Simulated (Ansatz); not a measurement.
The system is P.

```
P
1.0
     1.64774   -5.46504    0.00000
     1.64774    5.46504    0.00000
     0.00000    0.00000    4.54364
P
4
Direct
  0.90414 0.09586 0.58882
  0.09586 0.90414 0.41118
  0.59586 0.40414 0.08882
  0.40414 0.59586 0.91118
```

Base run:

```yaml
Program: Ansatz 0.2.0
Functional: LDA
Potentials_or_basis: Ansatz PAW
Cutoff: "420 eV (not typed: the program's choice for these potentials)"
k_mesh: 5 × 5 × 4
Occupations: fermi-dirac, width 0.05 eV
Spin: no spin polarisation
```

Its results: band gap on the k mesh 0.34 eV, direct; pressure -2.0 GPa; largest force 0.196 eV/Å.

Task: The run is repeated on the same cell with these changes: functional from LDA to RPBE. What comes out?

Result: Band gap on the k mesh 0.49 eV, direct; pressure 3.9 GPa; largest force 0.355 eV/Å.

RPBE binds less tightly than LDA, so the same cell stands under more pressure.

Caveats: odd divisions of the mesh miss points on the zone boundary, where band edges often lie, so the gap on the mesh can be too wide; the PAW data sets come from PBE, with cores solved anew for the run's functional, which leaves a small shift of forces and pressure; the density of states is complete only up to the lowest level of the last band computed.

A k mesh can miss the band edges.
